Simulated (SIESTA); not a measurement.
PtS2:

```
CELL_PARAMETERS angstrom
3.54320 0.00000 0.00000
-1.77160 3.06850 0.00000
0.00000 0.00000 5.03880
ATOMIC_POSITIONS crystal
Pt 0.00000 0.00000 0.00000
S 0.66667 0.33333 0.77300
S 0.33333 0.66667 0.22700
```

Base run:

| Property | Result |
| --- | --- |
| Program | SIESTA 5.4.2 |
| Functional | PBE |
| Potentials or basis | PseudoDojo 0.4 standard (PBE files) |
| Basis | DZP (energy shift 0.003 Ry; two zetas on semicore shells) |
| Grid cutoff | 800 Ry |
| Energy shift | 0.003 Ry |
| k mesh | 9 × 9 × 5 |
| Occupations | fermi-dirac, width 0.05 eV |
| Spin | no spin polarisation |

Its results: band gap on the k mesh 0.97 eV, indirect (least direct gap 1.01 eV); pressure 14.7 GPa; largest force 1.916 eV/Å.

Problem. After a change of settings the same cell gave: band gap on the k mesh 0.98 eV, indirect (least direct gap 1.05 eV); pressure 22.8 GPa; largest force 2.507 eV/Å. Which change was it?
A. functional from PBE to BLYP
B. functional from PBE to PBEsol; potentials or basis from PseudoDojo 0.4 standard (PBE files) to PseudoDojo 0.4 standard (PBEsol files)
C. functional from PBE to AM05; potentials or basis from PseudoDojo 0.4 standard (PBE files) to PseudoDojo 0.4 standard (PBEsol files)
D. functional from PBE to LDA; potentials or basis from PseudoDojo 0.4 standard (PBE files) to PseudoDojo 0.4 standard (LDA files)

Solution. A.

BLYP binds less tightly than PBE, so the same cell stands under more pressure.

Caveats: short orbitals over semicore shells can move pressures by several GPa; spin-orbit coupling is left out, which moves the levels of the heavy elements; the basis of atomic orbitals isn't converged, which shifts pressures, moduli and gaps; forces of over 1 eV/Å show positions far from the minimum, so gaps and moduli don't describe the material at rest (some runs); the potentials were made for another functional, which shifts forces and pressure (some runs).

Not every run made on this cell is shown here.
